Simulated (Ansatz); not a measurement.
**SnSe: squeezing one contact**

How do energy and force answer when the Sn1–Se2 bond of SnSe is squeezed or stretched? The runs shown use LAPW and norm-conserving. Companion runs by PAW are cited. Its runs: the reference run (LAPW); shortest bond scaled by 1 (norm-conserving); shortest bond scaled by 0.82 (LAPW); shortest bond scaled by 0.76 (LAPW); shortest bond scaled by 0.7 (LAPW); shortest bond scaled by 0.64 (LAPW and norm-conserving).

Computed with Ansatz 0.2.0 (DFT PBE, with the methods named in each step, unless a step's input says otherwise).

1 further run of the same task is left out (it didn't finish).

### 1 Starting point

The structure is cubic, space group Fm-3m (No. 225). Conventional cell: a = 6.021 Å, b = 6.021 Å, c = 6.021 Å, α = 90.00°, β = 90.00°, γ = 90.00°. Around Sn (site symmetry m-3m) lie 6 Se at 3.01 Å. Se (site symmetry m-3m) is surrounded by 6 Sn at 3.01 Å.

Structure file:

```cif
data_structure
_symmetry_space_group_name_H-M 'Fm-3m'
_symmetry_Int_Tables_number 225
_cell_length_a 6.0209
_cell_length_b 6.0209
_cell_length_c 6.0209
_cell_angle_alpha 90.000
_cell_angle_beta 90.000
_cell_angle_gamma 90.000
_cell_volume 218.26
loop_
_atom_site_label
_atom_site_type_symbol
_atom_site_symmetry_multiplicity
_atom_site_Wyckoff_symbol
_atom_site_fract_x
_atom_site_fract_y
_atom_site_fract_z
_atom_site_occupancy
Sn1 Sn 4 a 0.00000 0.00000 0.00000 1
Se1 Se 4 b 0.50000 0.00000 0.00000 1
```

The file gives the conventional cell by its symmetry; the runs use the cell typed in the input.

Atoms are numbered in the order of the input: Sn1, Se2.

### 2 The bond as given, LAPW

The input, input.yaml:

```yaml
crystal:
  lattice:
    - [0.0, 3.0104337128, 3.0104337128]
    - [3.0104337128, 0.0, 3.0104337128]
    - [3.0104337128, 3.0104337128, 0.0]
  atoms:
    - { symbol: Sn, position: [0.0, 0.0, 0.0] }
    - { symbol: Se, position: [0.5, 0.5, 0.5] }
kpoints:
  mp_grid: { grid: [9, 9, 9] }
scf:
  occupations: { method: fermi_dirac, width: 0.05 }
hamiltonian:
  xc: pbe
  pseudopotentials: { kind: all_electron, lapw: { basis_error: 0.001 } }
output:
  forces: true
  stress: true
  eigenvalues: true
  populations: true
```

Command:

```console
ansatz run input.yaml --threads 1 --pin off --max-ram 2048MiB --backend cpu --events-out ev --progress --plain --runs-dir out
```

The log of the run, shortened:

```text
Sn: projections on atomic orbitals take those of the free atom 1s2 2s2 2p6 3s2 3p6 3d10 4s2 4p6 4d10 5s2 5p2, of charge +0.00 (hamiltonian.pseudopotentials.projection_atoms)
Se: projections on atomic orbitals take those of the free atom 1s2 2s2 2p6 3s2 3p6 3d10 4s2 4p4, of charge +0.00 (hamiltonian.pseudopotentials.projection_atoms)
LAPW: plane waves up to 7.059 Å⁻¹, error target 1.0e-3 eV per atom; small_component_spin mean_spin; Se in spheres of 1.434 Å, 24 of its electrons in bands, Dirac shells []; Sn in spheres of 1.577 Å, 22 of its electrons in bands, Dirac shells []
[...]
Pseudopotentials: kind: all_electron
Pseudopotential: Sn, LAPW, valence charge 22, Koelling and Harmon's equation, gaussian nucleus
Pseudopotential: Se, LAPW, valence charge 24, Koelling and Harmon's equation, gaussian nucleus
Functional definition: PBE
[...]
Crystal: 2 atoms, lattice volume = 54.565 Å³
Basis set: ecut = 189.83984039377947 eV, 331 PW (Γ), exchange–correlation at level 2
Bands: 28, of which v1, the nominal top of the filled ones, is band 23 counted from 1 (22 counted from 0)
Symmetry: 48 space group operations
Space group: Fm-3m (ITA 225), of the structure as read, at distance tolerance 3.8e-5 Å
k-points: 35 of 729
[...]
SCF iter   1: F=—  HF=-234216.151850 eV  |F-HF|=—  |Δ(HF+E_count)|=         —  Δρ=2.17e-2  dr2=5.83e-1  ethr=1.27e-3  ⟨swp⟩=2.2  Hψ=6169  notcnv=0
[...]
the basis was enlarged: its passes take 44.3 KiB over the memory plan, 1 of 1 planned eigensolver slots
[...]
SCF iter   7: F=-234215.966600 eV  HF=-234215.966600 eV  |F-HF|=3.49e-9  |Δ(HF+E_count)|=   5.65e-7  Δρ=5.20e-6  dr2=2.10e-8  ethr=2.02e-10  ⟨swp⟩=2.9  Hψ=3026  notcnv=0
[...]
SCF converged after 7 iterations
Free energy (F): -234215.966600 eV
[...]
E sigma→0 (E₀):  -234215.966549 eV
Entropy (-TS):   -0.000101 eV (-0.051 meV/atom)
Fermi energy:    11.039977 eV
[...]
--- Forces (eV/Å), atoms counted from 1 ---
  atom   1  Sn    -0.00000000     0.00000000     0.00000000
  atom   2  Se     0.00000000    -0.00000000    -0.00000000
[...]
--- Stress (GPa, compression-positive) ---
        1.003874       0.000000      -0.000000
        0.000000       1.003874       0.000000
       -0.000000       0.000000       1.003874
  P = ⅓ Tr σ = 1.0039 GPa (10.039 kbar)
--- Band table (eV; the first three rows and the last of 35) ---
[...]
--- Löwdin populations: 2 sites ---
  site symbol       q [e]
     0     Sn     49.6767
     1     Se     34.2708
  spilling = 0.000624 (of n_electrons = 84.000000)
```

Run time: 6.4 s. Hardware: 1 thread of Intel Xeon Platinum 8488C (Sapphire Rapids), shared host; peak memory 0.34 GiB.

In short: pressure 1.00 GPa; gap on the k mesh 0.63 eV (an odd mesh misses the zone boundary).

### 3 Shortest bond scaled by 1, norm-conserving

Edit input.yaml of step 2 so:

```diff
@@ -14,3 +14,3 @@
   xc: pbe
-  pseudopotentials: { kind: all_electron, lapw: { basis_error: 0.001 } }
+  pseudopotentials: { kind: nc }
 output:
```

Command:

```console
ansatz run input.yaml --threads 1 --pin off --max-ram 2048MiB --backend cpu --events-out ev --progress --plain --runs-dir out
```

The log of the run, shortened:

```text
[...]
Pseudopotentials: kind: nc
Pseudopotential: Sn, nc, valence charge 14, recommended cutoff 979.609905 eV (normal), Sn.nc.azcp
Pseudopotential: Se, nc, valence charge 16, recommended cutoff 1170.089609 eV (normal), Se.nc.azcp
[... 1 set-up line as earlier in the session ...]
[...]
Crystal: 2 atoms, lattice volume = 54.565 Å³
Basis set: ecut = 1170.089609 eV, 4957 PW (Γ), exchange–correlation on 96×96×96 points (8 copies of the dense FFT grid, shifted against one another)
Bands: 19, of which v1, the nominal top of the filled ones, is band 15 counted from 1 (14 counted from 0)
[... 2 set-up lines as earlier in the session ...]
k-points: 35 of 729
[...]
SCF iter   1: F=—  HF=-5508.041704 eV  |F-HF|=—  |Δ(HF+E_count)|=         —  Δρ=3.12e-2  dr2=5.66e-1  ethr=3.10e-3  ⟨swp⟩=9.1  Hψ=4413  notcnv=0
[...]
SCF converged after 7 iterations
Free energy (F): -5507.832517 eV
[...]
E sigma→0 (E₀):  -5507.832467 eV
Entropy (-TS):   -0.000101 eV (-0.050 meV/atom)
Fermi energy:    9.651109 eV
[...]
--- Forces (eV/Å), atoms counted from 1 ---
  atom   1  Sn    -0.00000000     0.00000000    -0.00000000
  atom   2  Se     0.00000000    -0.00000000    -0.00000000
[...]
--- Stress (GPa, compression-positive) ---
        0.991141       0.000000       0.000000
        0.000000       0.991141      -0.000000
        0.000000       0.000000       0.991141
  P = ⅓ Tr σ = 0.9911 GPa (9.911 kbar)
--- Band table (eV; the first three rows and the last of 35) ---
  k-point 0: bands = ["-38.3081", "-38.3081", "-38.3075", "-38.3075", "-38.3075", "-12.2067", "-12.2067", "-12.2067", "-12.2027", "-12.2027", "-4.4554", "4.3395", "7.2218", "7.2218", "7.2218", "13.7265", "13.7265", "13.7265", "15.2819"]
[...]
--- Löwdin populations: 2 sites ---
  site symbol       q [e]
     0     Sn     13.6836
     1     Se     16.2467
  spilling = 0.002322 (of n_electrons = 30.000000)
```

It took 7.4 s on 1 thread of Intel Xeon Platinum 8488C (Sapphire Rapids), shared host; peak memory 0.46 GiB.

Result: pressure 0.99 GPa; gap on the k mesh 0.63 eV (an odd mesh misses the zone boundary).

### 4 Shortest bond scaled by 0.82, LAPW

Edit input.yaml of step 3 so:

```diff
@@ -6,4 +6,4 @@
   atoms:
-    - { symbol: Sn, position: [0.0, 0.0, 0.0] }
-    - { symbol: Se, position: [0.5, 0.5, 0.5] }
+    - { symbol: Sn, position: [-0.045, -0.045, 0.045] }
+    - { symbol: Se, position: [0.545, 0.545, 0.455] }
 kpoints:
@@ -14,3 +14,3 @@
   xc: pbe
-  pseudopotentials: { kind: nc }
+  pseudopotentials: { kind: all_electron, lapw: { basis_error: 0.001 } }
 output:
```

Command:

```console
ansatz run input.yaml --threads 1 --pin off --max-ram 2048MiB --backend cpu --events-out ev --progress --plain --runs-dir out
```

The log of the run, shortened:

```text
Sn: projections on atomic orbitals take those of the free atom 1s2 2s2 2p6 3s2 3p6 3d10 4s2 4p6 4d10 5s2 5p2, of charge +0.00 (hamiltonian.pseudopotentials.projection_atoms)
Se: projections on atomic orbitals take those of the free atom 1s2 2s2 2p6 3s2 3p6 3d10 4s2 4p4, of charge +0.00 (hamiltonian.pseudopotentials.projection_atoms)
LAPW: plane waves up to 9.184 Å⁻¹, error target 1.0e-3 eV per atom; small_component_spin mean_spin; Se in spheres of 1.192 Å, 24 of its electrons in bands, Dirac shells []; Sn in spheres of 1.276 Å, 22 of its electrons in bands, Dirac shells []
[...]
[... 4 set-up lines as earlier in the session ...]
[...]
Crystal: 2 atoms, lattice volume = 54.565 Å³
[...]
SCF iter   7: F=-234215.678384 eV  HF=-234215.678384 eV  |F-HF|=1.65e-8  |Δ(HF+E_count)|=   2.44e-7  Δρ=7.33e-6  dr2=2.50e-8  ethr=1.58e-9  ⟨swp⟩=3.0  Hψ=6178  notcnv=0
[...]
SCF converged after 7 iterations
Free energy (F): -234215.678384 eV
[...]
E sigma→0 (E₀):  -234215.678383 eV
Entropy (-TS):   -0.000003 eV (-0.002 meV/atom)
Fermi energy:    11.221264 eV
[...]
--- Forces (eV/Å), atoms counted from 1 ---
  atom   1  Sn     0.00000000     0.00000000     2.02251897
  atom   2  Se     0.00000000     0.00000000    -2.02244618
[...]
--- Stress (GPa, compression-positive) ---
        2.166263       0.000000       0.000000
        0.000000       2.166263       0.000000
        0.000000       0.000000      14.951669
  P = ⅓ Tr σ = 6.4281 GPa (64.281 kbar)
--- Band table (eV; the first three rows and the last of 75) ---
[...]
--- Löwdin populations: 2 sites ---
  site symbol       q [e]
     0     Sn     49.7326
     1     Se     34.2080
  spilling = 0.000707 (of n_electrons = 84.000000)
```

Run time: 32 s. Hardware: 1 thread of Intel Xeon Platinum 8488C (Sapphire Rapids), shared host; peak memory 0.47 GiB.

Result: pressure 6.43 GPa; gap on the k mesh 0.92 eV (an odd mesh misses the zone boundary); largest force 2.023 eV/Å.

### 5 Shortest bond scaled by 0.76, LAPW

Edit input.yaml of step 4 so:

```diff
@@ -6,4 +6,4 @@
   atoms:
-    - { symbol: Sn, position: [-0.045, -0.045, 0.045] }
-    - { symbol: Se, position: [0.545, 0.545, 0.455] }
+    - { symbol: Sn, position: [-0.06, -0.06, 0.06] }
+    - { symbol: Se, position: [0.56, 0.56, 0.44] }
 kpoints:
```

Command:

```console
ansatz run input.yaml --threads 1 --pin off --max-ram 2048MiB --backend cpu --events-out ev --progress --plain --runs-dir out
```

The log of the run, shortened:

```text
Sn: projections on atomic orbitals take those of the free atom 1s2 2s2 2p6 3s2 3p6 3d10 4s2 4p6 4d10 5s2 5p2, of charge +0.00 (hamiltonian.pseudopotentials.projection_atoms)
Se: projections on atomic orbitals take those of the free atom 1s2 2s2 2p6 3s2 3p6 3d10 4s2 4p4, of charge +0.00 (hamiltonian.pseudopotentials.projection_atoms)
LAPW: plane waves up to 10.096 Å⁻¹, error target 1.0e-3 eV per atom; small_component_spin mean_spin; Se in spheres of 1.111 Å, 24 of its electrons in bands, Dirac shells []; Sn in spheres of 1.177 Å, 32 of its electrons in bands, Dirac shells []
[...]
[... 1 set-up line as earlier in the session ...]
Pseudopotential: Sn, LAPW, valence charge 32, Koelling and Harmon's equation, gaussian nucleus
[... 2 set-up lines as earlier in the session ...]
[...]
Crystal: 2 atoms, lattice volume = 54.565 Å³
[...]
SCF iter   7: F=-234215.092323 eV  HF=-234215.092323 eV  |F-HF|=1.23e-8  |Δ(HF+E_count)|=   4.99e-7  Δρ=7.71e-6  dr2=2.85e-8  ethr=8.39e-10  ⟨swp⟩=3.0  Hψ=7352  notcnv=0
[...]
SCF converged after 7 iterations
Free energy (F): -234215.092323 eV
[...]
E sigma→0 (E₀):  -234215.092322 eV
Entropy (-TS):   -0.000002 eV (-0.001 meV/atom)
Fermi energy:    11.279615 eV
[...]
--- Forces (eV/Å), atoms counted from 1 ---
  atom   1  Sn     0.00000000    -0.00000000     4.76348367
  atom   2  Se    -0.00000000    -0.00000000    -4.76347987
[...]
--- Stress (GPa, compression-positive) ---
        3.032446       0.000000       0.000000
        0.000000       3.032446       0.000000
        0.000000       0.000000      31.526682
  P = ⅓ Tr σ = 12.5305 GPa (125.305 kbar)
--- Band table (eV; the first three rows and the last of 75) ---
[...]
--- Löwdin populations: 2 sites ---
  site symbol       q [e]
     0     Sn     49.7466
     1     Se     34.1838
  spilling = 0.000829 (of n_electrons = 84.000000)
```

It took 51 s on 1 thread of Intel Xeon Platinum 8488C (Sapphire Rapids), shared host; peak memory 0.55 GiB.

In short: pressure 12.53 GPa; gap on the k mesh 0.87 eV (an odd mesh misses the zone boundary); largest force 4.763 eV/Å.

### 6 Shortest bond scaled by 0.7, LAPW

Edit input.yaml of step 5 so:

```diff
@@ -6,4 +6,4 @@
   atoms:
-    - { symbol: Sn, position: [-0.06, -0.06, 0.06] }
-    - { symbol: Se, position: [0.56, 0.56, 0.44] }
+    - { symbol: Sn, position: [-0.075, -0.075, 0.075] }
+    - { symbol: Se, position: [0.575, 0.575, 0.425] }
 kpoints:
```

Command:

```console
ansatz run input.yaml --threads 1 --pin off --max-ram 2048MiB --backend cpu --events-out ev --progress --plain --runs-dir out
```

The log of the run, shortened:

```text
Sn: projections on atomic orbitals take those of the free atom 1s2 2s2 2p6 3s2 3p6 3d10 4s2 4p6 4d10 5s2 5p2, of charge +0.00 (hamiltonian.pseudopotentials.projection_atoms)
Se: projections on atomic orbitals take those of the free atom 1s2 2s2 2p6 3s2 3p6 3d10 4s2 4p4, of charge +0.00 (hamiltonian.pseudopotentials.projection_atoms)
LAPW: plane waves up to 11.144 Å⁻¹, error target 1.0e-3 eV per atom; small_component_spin mean_spin; Se in spheres of 1.029 Å, 24 of its electrons in bands, Dirac shells []; Sn in spheres of 1.079 Å, 38 of its electrons in bands, Dirac shells []
[...]
[... 1 set-up line as earlier in the session ...]
Pseudopotential: Sn, LAPW, valence charge 38, Koelling and Harmon's equation, gaussian nucleus
[... 2 set-up lines as earlier in the session ...]
[...]
Crystal: 2 atoms, lattice volume = 54.565 Å³
[...]
SCF iter   7: F=-234213.807779 eV  HF=-234213.807779 eV  |F-HF|=1.04e-7  |Δ(HF+E_count)|=   1.25e-6  Δρ=1.36e-5  dr2=7.90e-8  ethr=5.17e-9  ⟨swp⟩=3.0  Hψ=8133  notcnv=0
[...]
SCF converged after 7 iterations
Free energy (F): -234213.807779 eV
[...]
E sigma→0 (E₀):  -234213.807642 eV
Entropy (-TS):   -0.000273 eV (-0.136 meV/atom)
Fermi energy:    10.939465 eV
[...]
--- Forces (eV/Å), atoms counted from 1 ---
  atom   1  Sn     0.00000000     0.00000000    10.02999413
  atom   2  Se     0.00000000     0.00000000   -10.03005395
[...]
--- Stress (GPa, compression-positive) ---
        4.191711       0.000000       0.000000
        0.000000       4.191711       0.000000
        0.000000       0.000000      61.783314
  P = ⅓ Tr σ = 23.3889 GPa (233.889 kbar)
--- Band table (eV; the first three rows and the last of 75) ---
[...]
--- Löwdin populations: 2 sites ---
  site symbol       q [e]
     0     Sn     49.7546
     1     Se     34.1599
  spilling = 0.001018 (of n_electrons = 84.000000)
```

Run time: 73 s. Hardware: 1 thread of Intel Xeon Platinum 8488C (Sapphire Rapids), shared host; peak memory 0.68 GiB.

Read from it: pressure 23.39 GPa; gap on the k mesh 0.27 eV (an odd mesh misses the zone boundary); largest force 10.030 eV/Å.

### 7 Shortest bond scaled by 0.64, LAPW

Edit input.yaml of step 6 so:

```diff
@@ -6,4 +6,4 @@
   atoms:
-    - { symbol: Sn, position: [-0.075, -0.075, 0.075] }
-    - { symbol: Se, position: [0.575, 0.575, 0.425] }
+    - { symbol: Sn, position: [-0.09, -0.09, 0.09] }
+    - { symbol: Se, position: [0.59, 0.59, 0.41] }
 kpoints:
```

Command:

```console
ansatz run input.yaml --threads 1 --pin off --max-ram 2048MiB --backend cpu --events-out ev --progress --plain --runs-dir out
```

The log of the run, shortened:

```text
Sn: projections on atomic orbitals take those of the free atom 1s2 2s2 2p6 3s2 3p6 3d10 4s2 4p6 4d10 5s2 5p2, of charge +0.00 (hamiltonian.pseudopotentials.projection_atoms)
Se: projections on atomic orbitals take those of the free atom 1s2 2s2 2p6 3s2 3p6 3d10 4s2 4p4, of charge +0.00 (hamiltonian.pseudopotentials.projection_atoms)
LAPW: plane waves up to 12.359 Å⁻¹, error target 1.0e-3 eV per atom; small_component_spin mean_spin; Se in spheres of 0.946 Å, 24 of its electrons in bands, Dirac shells []; Sn in spheres of 0.980 Å, 40 of its electrons in bands, Dirac shells []
[...]
[... 1 set-up line as earlier in the session ...]
Pseudopotential: Sn, LAPW, valence charge 40, Koelling and Harmon's equation, gaussian nucleus
[... 2 set-up lines as earlier in the session ...]
[...]
Crystal: 2 atoms, lattice volume = 54.565 Å³
[...]
SCF iter   7: F=-234211.174443 eV  HF=-234211.174443 eV  |F-HF|=8.64e-8  |Δ(HF+E_count)|=   1.62e-6  Δρ=1.30e-5  dr2=6.65e-8  ethr=4.65e-9  ⟨swp⟩=3.0  Hψ=8293  notcnv=0
[...]
SCF converged after 7 iterations
Free energy (F): -234211.174443 eV
[...]
E sigma→0 (E₀):  -234211.173952 eV
Entropy (-TS):   -0.000982 eV (-0.491 meV/atom)
Fermi energy:    10.650792 eV
[...]
--- Forces (eV/Å), atoms counted from 1 ---
  atom   1  Sn     0.00000000     0.00000000    20.26925082
  atom   2  Se     0.00000000     0.00000000   -20.26951906
[...]
--- Stress (GPa, compression-positive) ---
        5.214387       0.000000       0.000000
        0.000000       5.214387       0.000000
        0.000000       0.000000     116.002535
  P = ⅓ Tr σ = 42.1438 GPa (421.438 kbar)
--- Band table (eV; the first three rows and the last of 75) ---
[...]
--- Löwdin populations: 2 sites ---
  site symbol       q [e]
     0     Sn     49.7694
     1     Se     34.1248
  spilling = 0.001259 (of n_electrons = 84.000000)
```

Run time: 2 min. Hardware: 1 thread of Intel Xeon Platinum 8488C (Sapphire Rapids), shared host; peak memory 0.8 GiB.

This run gives: pressure 42.14 GPa; no gap; largest force 20.270 eV/Å.

### 8 Shortest bond scaled by 0.64, norm-conserving

Edit input.yaml of step 7 so:

```diff
@@ -14,3 +14,3 @@
   xc: pbe
-  pseudopotentials: { kind: all_electron, lapw: { basis_error: 0.001 } }
+  pseudopotentials: { kind: nc }
 output:
```

Command:

```console
ansatz run input.yaml --threads 1 --pin off --max-ram 2048MiB --backend cpu --events-out ev --progress --plain --runs-dir out
```

The log of the run, shortened:

```text
[...]
[... 4 set-up lines as earlier in the session ...]
[...]
Crystal: 2 atoms, lattice volume = 54.565 Å³
Basis set: ecut = 1170.089609 eV, 4957 PW (Γ), exchange–correlation on 96×96×96 points (8 copies of the dense FFT grid, shifted against one another)
Bands: 19, of which v1, the nominal top of the filled ones, is band 15 counted from 1 (14 counted from 0)
Symmetry: 8 space group operations
Space group: I4mm (ITA 107), of the structure as read, at distance tolerance 3.8e-5 Å
k-points: 75 of 729 (time reversal used)
[...]
SCF iter   1: F=—  HF=-5503.418979 eV  |F-HF|=—  |Δ(HF+E_count)|=         —  Δρ=4.33e-2  dr2=1.02e0  ethr=3.10e-3  ⟨swp⟩=13.9  Hψ=13495  notcnv=0
[...]
SCF converged after 8 iterations
Free energy (F): -5503.020142 eV
[...]
E sigma→0 (E₀):  -5503.019649 eV
Entropy (-TS):   -0.000986 eV (-0.493 meV/atom)
Fermi energy:    9.262064 eV
[...]
--- Forces (eV/Å), atoms counted from 1 ---
  atom   1  Sn     0.00000000     0.00000000    20.33924587
  atom   2  Se     0.00000000     0.00000000   -20.33937303
[...]
--- Stress (GPa, compression-positive) ---
        5.175225       0.000000       0.000000
        0.000000       5.175225      -0.000000
        0.000000       0.000000     116.370470
  P = ⅓ Tr σ = 42.2403 GPa (422.403 kbar)
--- Band table (eV; the first three rows and the last of 75) ---
  k-point 0: bands = ["-39.3132", "-39.1391", "-39.1391", "-38.9427", "-38.9417", "-13.2981", "-12.5770", "-12.5770", "-12.4158", "-12.4093", "-5.7478", "4.6413", "6.1274", "7.1850", "7.1850", "11.0760", "11.0760", "15.5749", "16.4807"]
[...]
--- Löwdin populations: 2 sites ---
  site symbol       q [e]
     0     Sn     13.8460
     1     Se     15.9865
  spilling = 0.005583 (of n_electrons = 30.000000)
```

Wall time 30 s (1 thread of Intel Xeon Platinum 8488C (Sapphire Rapids), shared host); peak memory 0.52 GiB.

Result: pressure 42.24 GPa; no gap; largest force 20.339 eV/Å.

### 9 Side by side

Rows by PAW come from runs of the same series that aren't printed here.

Force along the bond: half the difference of the two atoms' forces, positive where it pushes them apart.

| method | length (Å) | F from the given length (eV/cell) | force along the bond (eV/Å) | pressure (GPa) | gap on the k mesh (eV) | largest force (eV/Å) |
| --- | --- | --- | --- | --- | --- | --- |
| LAPW | 1.927 | 4.792 | 20.269 | 42.14 | none | 20.270 |
| LAPW | 2.107 | 2.159 | 10.030 | 23.39 | 0.27 | 10.030 |
| LAPW | 2.288 | 0.874 | 4.763 | 12.53 | 0.87 | 4.763 |
| LAPW | 2.469 | 0.288 | 2.022 | 6.43 | 0.92 | 2.023 |
| LAPW | 3.010 | 0.000 | 0.000 | 1.00 | 0.63 | 0.000 |
| PAW | 1.927 | 4.794 | 20.228 | 42.07 | none | 20.228 |
| PAW | 2.107 | 2.161 | 10.042 | 23.41 | 0.27 | 10.042 |
| PAW | 2.288 | 0.875 | 4.768 | 12.54 | 0.87 | 4.768 |
| PAW | 2.469 | 0.288 | 2.024 | 6.43 | 0.92 | 2.024 |
| PAW | 3.010 | 0.000 | 0.000 | 1.01 | 0.63 | 0.000 |
| PAW (partial_waves polarizable) | 1.927 | – | 20.215 | 42.05 | none | 20.215 |
| norm-conserving | 1.927 | 4.812 | 20.339 | 42.24 | none | 20.339 |
| norm-conserving | 3.010 | 0.000 | 0.000 | 0.99 | 0.63 | 0.000 |

### 10 Summary of results

```
                                                                          quantity       value
                           force along the bond, positive apart, at 1.927 Å (LAPW)  20.27 eV/Å
                            force along the bond, positive apart, at 1.927 Å (PAW)  20.23 eV/Å
force along the bond, positive apart, at 1.927 Å (PAW (partial_waves polarizable))  20.22 eV/Å
                force along the bond, positive apart, at 1.927 Å (norm-conserving)  20.34 eV/Å
```

At 1.93 Å the force along the bond is 20.27 eV/Å by LAPW, and the energy stands 4.79 eV over the given length. With two atoms in the cell whole sublattices move, so the other contacts between the two sublattices change too; at scales over 1 some of them become the shortest. PAW's force differs from LAPW's by at most 42 meV/Å, at 1.93 Å.
